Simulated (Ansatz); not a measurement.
# Te: equation of state with PBE

Te:

```
Te
1.0
     4.45400    0.00000    0.00000
    -2.22700    3.85728    0.00000
     0.00000    0.00000    5.92400
Te
3
Direct
  0.73100 0.73100 0.00000
  0.00000 0.26900 0.66667
  0.26900 0.00000 0.33333
```

```json
{
 "Program": "Ansatz 0.2.0",
 "Task": "equation of state",
 "Functional": "PBE",
 "Potentials or basis": "all-electron LAPW, scalar-relativistic",
 "Basis error allowed": "0.001 eV/atom",
 "k mesh": "7 × 7 × 5",
 "Occupations": "fermi-dirac, width 0.05 eV",
 "Spin": "no spin polarisation"
}
```

| Property | Result |
| --- | --- |
| Equilibrium volume | 34.97 Å³/atom |
| Bulk modulus at fixed shape and positions | 45 GPa |
| Pressure derivative of the bulk modulus | 4.6 |

Energy against volume, from the lowest point:
| volume (Å³/atom) | energy (meV/atom) |
| --- | --- |
| 31.890 | 44.62 |
| 32.568 | 25.92 |
| 33.247 | 12.64 |
| 33.925 | 4.22 |
| 34.604 | 0.16 |
| 35.282 | 0.00 |
| 35.961 | 3.33 |

All runs of the series together: 4.3 min on 2 threads of Intel(R) Xeon(R) Processor @ 2.50GHz (Skylake/Cascade Lake), with other jobs on the host.

Caveat: the cell was scaled at fixed shape and fractional positions, which overstates the stiffness of a crystal with free parameters, most of all of layers and chains. Spin-orbit coupling is left out, which matters for the levels of Te.
